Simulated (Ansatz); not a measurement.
Wanted: the native input for an Ansatz 0.2.0 run.

- Task: single point
- Functional: LDA
- Potentials or basis: all-electron LAPW, scalar-relativistic
- Cutoff: 235 eV (chosen from the basis error)
- Basis error allowed: 0.001 eV/atom
- k mesh: 8 × 8 × 8
- Occupations: fermi-dirac, width 0.05 eV
- Spin: no spin polarisation

Si:

```
CELL_PARAMETERS angstrom
-0.05735 2.72496 2.66440
2.68527 -0.07610 2.68315
2.66461 2.72306 -0.05545
ATOMIC_POSITIONS crystal
Si 0.50000 0.50000 0.50000
Si 0.75000 0.75000 0.75000
```

The cell isn't the ideal one: cell strained at random at fixed volume.

One way to write it, as run:

input.yaml

```yaml
crystal:
  lattice:
    - [-0.057353, 2.724962, 2.664397]
    - [2.685267, -0.076102, 2.683147]
    - [2.664614, 2.723059, -0.055449]
  atoms:
    - { symbol: Si, position: [0.5, 0.5, 0.5] }
    - { symbol: Si, position: [0.75, 0.75, 0.75] }
kpoints:
  mp_grid: { grid: [8, 8, 8] }
scf:
  occupations: { method: fermi_dirac, width: 0.05 }
hamiltonian:
  xc: lda
  pseudopotentials: { kind: all_electron, lapw: { basis_error: 0.001 } }
output:
  forces: true
  stress: true
  eigenvalues: true
```

Potentials or basis: all-electron LAPW, scalar-relativistic.

Launch:

```console
$ ansatz run input.yaml --threads 1 --pin off --max-ram 3072MiB --backend cpu --events-out ev --progress --plain --runs-dir out
```

Results of the run:

```
Pressure               : -2.0 GPa
Largest force          : 0.414 eV/Å
Band gap on the k mesh : 0.34 eV, indirect (least direct gap 2.19 eV)
```

It took 28 s on 1 thread of Intel(R) Xeon(R) Processor @ 2.70GHz, on a shared host, peak memory 0.48 GiB.
